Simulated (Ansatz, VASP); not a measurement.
## One calculation of Nb, two programs

```
Nb
1.0
     2.71676    0.00000    0.00000
     0.00000    2.71676    0.00000
     0.00000    0.00000    2.71676
Nb
1
Cartesian
  0.0000 0.0000 0.0000
```

This isn't the form of Nb at room conditions, which is bcc.

Alike in both runs: task single point; functional PBE; k mesh 13 × 13 × 13; occupations fermi-dirac, width 0.03 eV; no spin polarisation.

|  | VASP | Ansatz |
| --- | --- | --- |
| version | VASP 6.6.1 | Ansatz 0.2.0 |
| potentials or method | VASP PAW PBE potentials, release 64 (Nb_sv), cutoff 520 eV | all-electron LAPW, scalar-relativistic |

VASP gave:

```
pressure (GPa) : -0.2
```

Question: What did Ansatz give for the same quantities?

Answer: Pressure (GPa): 0.0.

Ansatz ran all-electron here, so the differences hold the error of VASP's frozen core and of both bases.
